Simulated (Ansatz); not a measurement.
# Li (Lithium): properties at the relaxed cell

One table from this session's results is given with a row withheld; the runs are named, their logs left out.

This is Li in the fcc structure; at room conditions it is bcc.

Computed with Ansatz 0.2.0 (DFT PBE+D3(BJ), scalar-relativistic, plane waves, PAW, unless a step's input says otherwise).

## The starting structure

It takes space group Fm-3m (No. 225, cubic). The conventional cell has a = 4.177 Å, b = 4.177 Å, c = 4.177 Å, α = 90.00°, β = 90.00°, γ = 90.00°. Li (site symmetry m-3m) has 12 Li at 2.95 Å as nearest neighbours.

Coordinates:

```
CELL_PARAMETERS angstrom
0.00000 2.08848 2.08848
2.08848 0.00000 2.08848
2.08848 2.08848 0.00000
ATOMIC_POSITIONS crystal
Li 0.00000 0.00000 0.00000
```

This cell was relaxed beforehand with the same method: volume 18.22 Å³/atom, gap on the mesh none (metal).

The first run:

The input, input.yaml:

```yaml
crystal:
  lattice:
    - [0.0, 2.0884826778, 2.0884826778]
    - [2.0884826778, 0.0, 2.0884826778]
    - [2.0884826778, 2.0884826778, 0.0]
  atoms:
    - { symbol: Li, position: [0.0, 0.0, 0.0] }
basis:
  ecutwfc: 420
kpoints:
  mp_grid: { grid: [18, 18, 18] }
  band_path:
    path:
      - [[0.0, 0.0, 0.0], [0.5, 0.0, 0.5], [0.625, 0.25, 0.625]]
      - [[0.375, 0.375, 0.75], [0.0, 0.0, 0.0], [0.5, 0.5, 0.5], [0.5, 0.25, 0.75], [0.5, 0.0, 0.5]]
    npoints: 14
hamiltonian:
  xc: pbe
  dispersion: d3bj
scf:
  occupations: { method: gaussian, width: 0.1 }
  n_extra_bands: 6
output:
  forces: true
  stress: true
  eigenvalues: true
  populations: true
  dos: { projected: true, de: 0.02, nscf_kmesh: { grid: [27, 27, 27] } }
  bader: true
```

Launch:

```
$ ansatz run input.yaml --threads 1 --pin off --max-ram 2560MiB --backend cpu --events-out ev --progress --plain --runs-dir out
```

Among the steps run: Static run: bands, density of states and charges; The cell as listed, for comparison; Volume × 0.97; Volume × 1.03; The cell scaled to 0.94 of its volume; Point at V/V0 = 1.06; The cell scaled to 0.91 of its volume; Volume × 1.10; Volume × 0.88.

One table of the session follows, with a row left open; its other results are not shown here.

It belongs to the step «Energy against volume». 

```
volume (Å³/atom)  energy above the lowest point (meV/atom)  pressure (GPa)
          16.033                                      15.4            2.49
          16.579                                       8.3            1.74
          17.126                                       3.5            1.08
          17.672                                       0.8            0.51
          18.219                                       0.0            0.01
          18.765                                         ?               ?
          19.312                                       3.0           -0.82
          20.041                                       7.8           -1.27
```

Q: Estimate the row for volume (Å³/atom) = 18.765 from the others.

Worked estimate for «energy above the lowest point (meV/atom)». A straight line through the neighbours (18.219, 0.0) and (19.312, 3.0) gives 0.0 + (3.0 − 0.0) × (18.765 − 18.219) / (19.312 − 18.219) = 1.5; a parabola fitted to 4 rows on both sides gives 0.8.

As computed: energy above the lowest point (meV/atom): 0.8; pressure (GPa): -0.44. In «energy above the lowest point (meV/atom)» the line misses by +0.7 and the parabola by 0.0.
